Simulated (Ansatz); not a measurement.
MoS2: phonons with PBEsol

Crystal: MoS2.

```xyz
3
Lattice="1.5855 0.9154 6.1150 -1.5855 0.9154 6.1150 0.0000 -1.8308 6.1150" Properties=species:S:1:pos:R:3 pbc="T T T"
Mo    0.0000    0.0000    0.0000
S     0.0000    0.0000    4.5862
S     0.0000    0.0000   13.7587
```

Measurements of this composition are mostly on another form, of space group No. 194.

```
Program             : Ansatz 0.2.0
Task                : phonons
Functional          : PBEsol
Potentials or basis : Ansatz PAW
Cutoff              : 420 eV (not typed: the program's choice for these potentials)
k mesh              : 8 × 8 × 8
Occupations         : fermi-dirac, width 0.05 eV
Spin                : no spin polarisation
```

```
Band gap on the k mesh        : none (metal or under the smearing width)
Highest phonon frequency at Γ : 408 cm⁻¹
```

Levels at points of the mesh, in eV from the Fermi level:
| k point | band 9 | band 10 | band 11 | band 12 | band 13 | band 14 | band 15 | band 16 | band 17 |
| --- | --- | --- | --- | --- | --- | --- | --- | --- | --- |
| (0.00, 0.00, 0.00) | -4.21 | -1.75 | -1.25 | -1.04 | -1.04 | -0.22 | -0.22 | 3.41 | 3.41 |
| (0.00, 0.00, -0.50) | -5.31 | -4.34 | -2.83 | -1.93 | -1.59 | 1.06 | 1.97 | 3.43 | 4.15 |
| (0.00, -0.50, 0.00) | -5.31 | -4.34 | -2.83 | -1.93 | -1.59 | 1.06 | 1.97 | 3.43 | 4.15 |
| (0.00, -0.50, -0.50) | -4.67 | -4.27 | -2.86 | -2.25 | -1.80 | 1.06 | 1.75 | 3.88 | 4.63 |
| (-0.50, -0.50, 0.00) | -4.67 | -4.27 | -2.86 | -2.25 | -1.80 | 1.06 | 1.75 | 3.88 | 4.63 |
| (-0.50, -0.50, -0.50) | -4.19 | -3.91 | -1.03 | -1.03 | -0.32 | -0.32 | -0.03 | 3.52 | 3.52 |

Phonon frequencies in cm⁻¹ (negative: imaginary):
```csv
q point,frequencies
"(0.000, 0.000, 0.000)",0 0 0 248 248 269 269 376 408
```

Run time: 65 s on 2 threads of Arm Neoverse V1 (shared host), peak memory 0.79 GiB.
